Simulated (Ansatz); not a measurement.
Crystal: CuAu.

```
CELL_PARAMETERS angstrom
1.44306 0.83315 4.25617
-1.44306 0.83315 4.25617
0.00000 -1.66630 4.25617
ATOMIC_POSITIONS crystal
Au 0.00000 0.00000 0.00000
Cu 0.50000 0.50000 0.50000
```

The cell comes from a database or a generator and needn't be the stable form of this composition.

- Program: Ansatz 0.2.0
- Task: relaxation of cell and atoms
- Functional: HF
- Potentials or basis: Ansatz PAW
- Cutoff: 420 eV (not typed: the program's choice for these potentials)
- k mesh: 6 × 6 × 6
- Occupations: fermi-dirac, width 0.05 eV
- Spin: no spin polarisation

At the start: volume 15.35 Å³/atom.

How do energy, volume and symmetry change on relaxing?

It ends after 8 steps and the volume is 18.01 Å³/atom (+17.3 %); space group R-3m (No. 166, to 0.05 Å).

The path:
| step | energy change (eV) | largest force (eV/Å) | volume (Å³) |
| --- | --- | --- | --- |
| 1 | 0.0000 | 0.0000 | 30.70 |
| 2 | -0.1800 | 0.0000 | 34.65 |
| 3 | -0.1844 | 0.0000 | 35.62 |
| 4 | -0.1826 | 0.0000 | 36.11 |
| 5 | -0.1822 | 0.0000 | 36.17 |
| 6 | -0.2263 | 0.0000 | 36.17 |
| 7 | -0.2275 | 0.0000 | 36.02 |
| 8 | -0.2264 | 0.0000 | 36.02 |

Final structure:
```
Au Cu
1.0
     1.53239    0.88472    4.42778
    -1.53239    0.88472    4.42778
     0.00000   -1.76945    4.42778
Au Cu
1 1
Direct
  0.00000 0.00000 0.00000
  0.50000 0.50000 0.50000
```

Caveat: the k mesh is coarse (spacing up to 0.43 Å⁻¹), so the values aren't converged, least of all with exact exchange; the volume moved by over 15 % at a fixed basis, so the end points are rough; the plane-wave basis is chosen anew once the cell has moved, so the energies of steps on either side of that aren't comparable; the pressure holds a Pulay correction of +1.2 GPa for the finite cutoff; the PAW data sets come from PBE, with cores solved anew for the run's functional, which leaves a small shift of forces and pressure.
